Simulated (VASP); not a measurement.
Computed with PBE GGA, VASP's PBE PAW potentials (set 64) (plane waves; VASP).

VASP ran on this input.

POSCAR:
```
CaF2
3.8608030
  0.0000000000   0.7071067858   0.7071067858
  0.7071067858   0.0000000000   0.7071067858
  0.7071067858   0.7071067858   0.0000000000
Ca F
1 2
Cart
  0.0000000000   0.0000000000   0.0000000000
  0.3535533929   0.3535533929   0.3535533929
  1.0606601787   1.0606601787   1.0606601787
```

INCAR:
```
# general
SYSTEM  =  CaF2
PREC    =  Accurate
ENCUT   =  520
LREAL   =  .FALSE.
LASPH   =  .TRUE.
NELECT  =  24.02

# electronic loop
EDIFF   =  1E-6
NELM    =  100
ALGO    =  Normal

# smearing
ISMEAR  =  0
SIGMA   =  0.05

# functional
GGA     =  PE

# ions
ISIF    =  2

# output
LWAVE   =  .FALSE.
LCHARG  =  .FALSE.
```

**KPOINTS**
```
kpoints
0
Gamma
8 8 8
```

POTCAR, in this order: Ca_sv F (PBE.64 set). Program: vasp_std.

Output

**OSZICAR**
```
       N       E                     dE             d eps       ncg     rms          rms(c)
DAV:   1     0.229173552151E+03    0.22917E+03   -0.14133E+04   928   0.154E+03
DAV:   2    -0.852401228981E+01   -0.23770E+03   -0.23110E+03  1192   0.393E+02
DAV:   3    -0.181681730904E+02   -0.96442E+01   -0.96270E+01  1096   0.909E+01
DAV:   4    -0.185163636081E+02   -0.34819E+00   -0.34799E+00  1552   0.132E+01
DAV:   5    -0.185189908300E+02   -0.26272E-02   -0.26272E-02  1072   0.122E+00    0.800E+00
DAV:   6    -0.171730050889E+02    0.13460E+01   -0.72856E+00   960   0.191E+01    0.308E+00
DAV:   7    -0.171762397018E+02   -0.32346E-02   -0.19304E-01  1232   0.393E+00    0.164E+00
DAV:   8    -0.171915138673E+02   -0.15274E-01   -0.32540E-02  1176   0.224E+00    0.196E-01
DAV:   9    -0.171954174969E+02   -0.39036E-02   -0.76973E-03  1240   0.695E-01    0.135E-01
DAV:  10    -0.171962625043E+02   -0.84501E-03   -0.12926E-03  1168   0.264E-01    0.373E-02
DAV:  11    -0.171962714835E+02   -0.89793E-05   -0.12365E-04  1200   0.104E-01    0.135E-02
DAV:  12    -0.171962795564E+02   -0.80729E-05   -0.21794E-05  1184   0.428E-02    0.330E-03
DAV:  13    -0.171962799818E+02   -0.42545E-06   -0.36033E-06  1208   0.155E-02
   1 F= -.17196280E+02 E0= -.17196060E+02  d E =-.440826E-03
```

OUTCAR:
```
------------------------ aborting loop because EDIFF is reached ----------------------------------------
  FORCE on cell =-STRESS in cart. coord.  units (eV):
  Direction    XX          YY          ZZ          XY          YZ          ZX
  --------------------------------------------------------------------------------------
  Total        0.8919360      0.8919360      0.8919360      0.0000000      0.0000000      0.0000000
  in kB       35.1177225     35.1177225     35.1177225      0.0000000      0.0000000      0.0000000
  external PRESSURE =      35.1177225 kB  Pullay stress =       0.0000000 kB
  volume of cell :       40.69
      direct lattice vectors                 reciprocal lattice vectors
     0.000000000  2.730000000  2.730000000    -0.183150183  0.183150183  0.183150183
     2.730000000  0.000000000  2.730000000     0.183150183 -0.183150183  0.183150183
     2.730000000  2.730000000  0.000000000     0.183150183  0.183150183 -0.183150183
 POSITION                                       TOTAL-FORCE (eV/Angst)
 -----------------------------------------------------------------------------------
      0.00000      0.00000      0.00000        -0.000000     -0.000000     -0.000000
      1.36500      1.36500      1.36500        -0.000000     -0.000000     -0.000000
      4.09500      4.09500      4.09500         0.000000      0.000000      0.000000
 -----------------------------------------------------------------------------------
    total drift:                                0.000000     -0.000000      0.000000
  FREE ENERGIE OF THE ION-ELECTRON SYSTEM (eV)
  ---------------------------------------------------
  free  energy   TOTEN  =       -17.1962799818 eV

  energy  without entropy=      -17.1958391560  energy(sigma->0) =      -17.19605957
```
(Selected blocks of OUTCAR.)

The cell is charged, with a uniform compensating background.

The compound is CaF2 in the fluorite structure. The cell was not relaxed at this level. The run is one of a series of settings (NELECT = 24.02 against the base run), some of them coarse on purpose.
